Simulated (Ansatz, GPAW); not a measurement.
This is a calculation of Ti (Titanium) for GPAW 26.7.0 (ASE script). 

Contents of run.py:

```python
from ase.dft.bandgap import bandgap
from ase.io import read, write
from ase.units import GPa
from gpaw import GPAW, PW

atoms = read('POSCAR')

calc = GPAW(mode=PW(600),
            xc='PBE',
            kpts={'size': (10, 10, 6), 'gamma': True},
            occupations={'name': 'methfessel-paxton', 'order': 0, 'width': 0.011},
            nbands=24,
            convergence={'density': 1e-05, 'energy': 1e-05},
            maxiter=150,
            txt='gpaw.txt')
atoms.calc = calc
energy = atoms.get_potential_energy()
forces = atoms.get_forces()
stress = atoms.get_stress()
calc.write('gs.gpw')
write('result.traj', atoms)
print(f'Energy: {energy:.6f} eV')
print('Forces (eV/A):')
print(forces.round(4))
print('Stress (GPa):', (stress / GPa).round(3))
print('Fermi level:', round(calc.get_fermi_level(), 4), 'eV')
print(f'Gap: {bandgap(calc)[0]:.4f} eV, direct: {bandgap(calc, direct=True)[0]:.4f} eV')
```

File POSCAR:

```
Ti
1.0
    2.9500000000      0.0000000000      0.0000000000
   -1.4750000000      2.5547749412      0.0000000000
    0.0000000000      0.0000000000      4.6800000000
Ti
2
Direct
    0.6666666667      0.3333333333      0.7500000000
    0.3333333333      0.6666666667      0.2500000000
```

Potentials or basis: GPAW PAW data sets (gpaw-data 1.2.1), pw.

Launch:

```sh
$ OMP_NUM_THREADS=1 python run.py
```

Q: What does the same run look like in Ansatz 0.2.0? Potentials or basis there: all-electron LAPW, scalar-relativistic.

A: As run (cutoffs and basis follow the program's own potentials, and thresholds, step limits or extra output files can differ):

input.yaml

```yaml
crystal:
  lattice:
    - [2.95, 0.0, 0.0]
    - [-1.475, 2.5547749412, 0.0]
    - [0.0, 0.0, 4.68]
  atoms:
    - { symbol: Ti, position: [0.6666666667, 0.3333333333, 0.75] }
    - { symbol: Ti, position: [0.3333333333, 0.6666666667, 0.25] }
kpoints:
  mp_grid: { grid: [10, 10, 6] }
scf:
  occupations: { method: gaussian, width: 0.011 }
hamiltonian:
  xc: pbe
  pseudopotentials: { kind: all_electron, lapw: { basis_error: 0.001 } }
output:
  forces: true
  stress: true
  eigenvalues: true
```

Potentials or basis: all-electron LAPW, scalar-relativistic.

Command:

```console
$ ansatz run input.yaml --threads 1 --pin off --max-ram 3072MiB --backend cpu --events-out ev --progress --plain --runs-dir out
```

Both were run:

|  | GPAW | Ansatz |
| --- | --- | --- |
| Pressure | -2.0 GPa | -1.4 GPa |

Where Ansatz's input types no cutoff or centring, it takes its own default and a Γ-centred mesh.

Pressure is positive in compression.
